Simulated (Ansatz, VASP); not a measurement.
One calculation of C, two programs

The input INCAR:

```
SYSTEM = C
PREC = Accurate
ENCUT = 520
EDIFF = 1E-6
ISMEAR = 0
SIGMA = 0.05
LREAL = .False.
LASPH = .True.
NELM = 60
ALGO = Normal
ISIF = 2
LWAVE = .False.
LCHARG = .False.
GGA = PE
NBANDS = 26
```

The input KPOINTS:

```
Automatic mesh
0
Gamma
  18 18 6
  0 0 0
```

The input POSCAR:

```
C
1.0
    2.5221000000      0.0000000000      0.0000000000
   -1.2610500000      2.1842026700      0.0000000000
    0.0000000000      0.0000000000      8.2371000000
C
8
Direct
    0.0000000000      0.0000000000      0.0937500000
    0.0000000000      0.0000000000      0.5937500000
    0.0000000000      0.0000000000      0.4062500000
    0.0000000000      0.0000000000      0.9062500000
    0.3333333300      0.6666666700      0.1562500000
    0.6666666700      0.3333333300      0.6562500000
    0.3333333300      0.6666666700      0.3437500000
    0.6666666700      0.3333333300      0.8437500000
```

Input for Ansatz:

```yaml
crystal:
  lattice:
    - [2.5221, 0.0, 0.0]
    - [-1.26105, 2.18420267, 0.0]
    - [0.0, 0.0, 8.2371]
  atoms:
    - { symbol: C, position: [0.0, 0.0, 0.09375] }
    - { symbol: C, position: [0.0, 0.0, 0.59375] }
    - { symbol: C, position: [0.0, 0.0, 0.40625] }
    - { symbol: C, position: [0.0, 0.0, 0.90625] }
    - { symbol: C, position: [0.33333333, 0.66666667, 0.15625] }
    - { symbol: C, position: [0.66666667, 0.33333333, 0.65625] }
    - { symbol: C, position: [0.33333333, 0.66666667, 0.34375] }
    - { symbol: C, position: [0.66666667, 0.33333333, 0.84375] }
basis:
  ecutwfc: 420
kpoints:
  mp_grid: { grid: [18, 18, 6] }
hamiltonian:
  xc: pbe
scf:
  occupations: { method: gaussian, width: 0.05 }
output:
  forces: true
  eigenvalues: true
  eigenstates:
    nscf_kmesh: { grid: [42, 42, 12] }
    top_band: c6
    de_dk: true
    localisation: false
  stress: true
checkpoint:
  write: ck
  compress: false
  write_wavefunctions: false
  write_every: 100000
```

This is a hexagonal form of diamond, not graphite.

Alike in both runs: task single point; functional PBE; k mesh 18 × 18 × 6; occupations gaussian, width 0.05 eV; no spin polarisation.

|  | VASP | Ansatz |
| --- | --- | --- |
| version | VASP 6.6.1 | Ansatz 0.2.0 |
| potentials or method | VASP PAW PBE potentials, release 64 (C) | scalar-relativistic, plane waves, PAW |
| plane-wave cutoff (eV) | 520 | 420 |
| valence electrons in the cell | 32 | 32 |

```tsv
	VASP	Ansatz	Ansatz less VASP
gap on the k mesh at the Fermi level (eV)	4.42	4.43	+0.009
pressure (GPa)	2.9	2.3	-0.67
largest component of the traceless stress (GPa)	8.20	8.20	-0.004
rms of the force components (eV/Å)	0.187	0.187	-0.0003
```

Atom by atom the forces differ by 0.001 eV/Å (rms over components). With one functional, cell and mesh, what is left measures potentials, basis and numerics.
